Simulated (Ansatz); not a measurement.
# Cu: the cost of one run

Method: DFT r2SCAN, scalar-relativistic, plane waves, PAW, in Ansatz 0.2.0.

1 further run of the same task is left out (it didn't finish).

## Step 1: The starting structure

Symmetry: Fm-3m, No. 225, cubic system. Conventional cell: a = 3.615 Å, b = 3.615 Å, c = 3.615 Å, α = 90.00°, β = 90.00°, γ = 90.00°. Around Cu (site symmetry m-3m) lie 12 Cu at 2.56 Å.

Structure file:

```
Cu
1.0
     0.00000    1.80750    1.80750
     1.80750    0.00000    1.80750
     1.80750    1.80750    0.00000
Cu
1
Direct
  0.00000 0.00000 0.00000
```

The structure comes from the Crystallography Open Database.

## Step 2: A random distortion, cell strained

Against the listed cell: strain xx, yy, zz, yz, xz, xy = +3.3, +3.7, +3.5, -0.1, -0.1, +0.5 %.

The input, input.yaml:

```yaml
crystal:
  lattice:
    - [0.00791685, 1.8727869, 1.870057575]
    - [1.8664968, 0.007718025, 1.8702564]
    - [1.87665495, 1.883143875, -0.002440125]
  atoms:
    - { symbol: Cu, position: [0.0, 0.0, 0.0] }
basis:
  ecutwfc: 500
kpoints:
  mp_grid: { grid: [16, 16, 16] }
hamiltonian:
  xc: r2scan
scf:
  occupations: { method: gaussian, width: 0.1 }
output:
  forces: true
  stress: true
  eigenvalues: true
  write_density: true
  write_potential: true
  elf: true
  volumetric_format: npy
```

Run with:

```bash
> ansatz run input.yaml --threads 1 --pin off --max-ram 2560MiB --backend cpu --events-out ev --progress --plain --runs-dir out
```

**Question.** How long does this run take on 1 thread of Arm Neoverse V2, shared host, and how much memory does it need?

About 59 s, with a peak of 0.7 GiB.
